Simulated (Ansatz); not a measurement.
Set up this calculation in Ansatz 0.2.0, as the native input.

- Task: band structure
- Functional: PBEsol
- Potentials or basis: all-electron LAPW, scalar-relativistic
- Cutoff: 101 eV (chosen from the basis error)
- Basis error allowed: 0.001 eV/atom
- k mesh: 6 × 6 × 6
- Occupations: fermi-dirac, width 0.1 eV
- Spin: no spin polarisation

KI:

```
CELL_PARAMETERS angstrom
4.29120 0.00000 0.00000
0.00000 4.29120 0.00000
0.00000 0.00000 4.29120
ATOMIC_POSITIONS crystal
I 0.50000 0.50000 0.50000
K 0.00000 0.00000 0.00000
```

Measurements of this composition are mostly on another form, of space group No. 225.

These files were run (other wordings do the same):

input.yaml

```yaml
crystal:
  lattice:
    - [4.29119666, 0.0, 0.0]
    - [0.0, 4.29119666, 0.0]
    - [0.0, 0.0, 4.29119666]
  atoms:
    - { symbol: I, position: [0.5, 0.5, 0.5] }
    - { symbol: K, position: [0.0, 0.0, 0.0] }
kpoints:
  mp_grid: { grid: [6, 6, 6] }
  band_path:
    path:
      - [0.0, 0.0, 0.0]
      - [0.0, 0.5, 0.0]
      - [0.5, 0.5, 0.0]
      - [0.0, 0.0, 0.0]
      - [0.5, 0.5, 0.5]
      - [0.0, 0.5, 0.0]
    npoints: 12
scf:
  occupations: { method: fermi_dirac, width: 0.1 }
hamiltonian:
  xc: pbesol
  pseudopotentials: { kind: all_electron, lapw: { basis_error: 0.001 } }
output:
  forces: true
  stress: true
  eigenvalues: true
```

Potentials or basis: all-electron LAPW, scalar-relativistic.

Launch:

```sh
$ ansatz run input.yaml --threads 1 --pin off --max-ram 3072MiB --backend cpu --events-out ev --progress --plain --runs-dir out
```

Results of the run:

| Property | Result |
| --- | --- |
| Pressure | -0.6 GPa |
| Band gap on the k mesh | 3.19 eV, indirect (least direct gap 3.55 eV) |
| Band gap along the path | 3.19 eV, indirect (least direct gap 3.55 eV) |

Caveat: spin-orbit coupling is left out, which moves the levels of the heavy elements.

Wall time 6.1 s on 1 thread of Arm Neoverse V1 (shared host), peak memory 0.24 GiB.
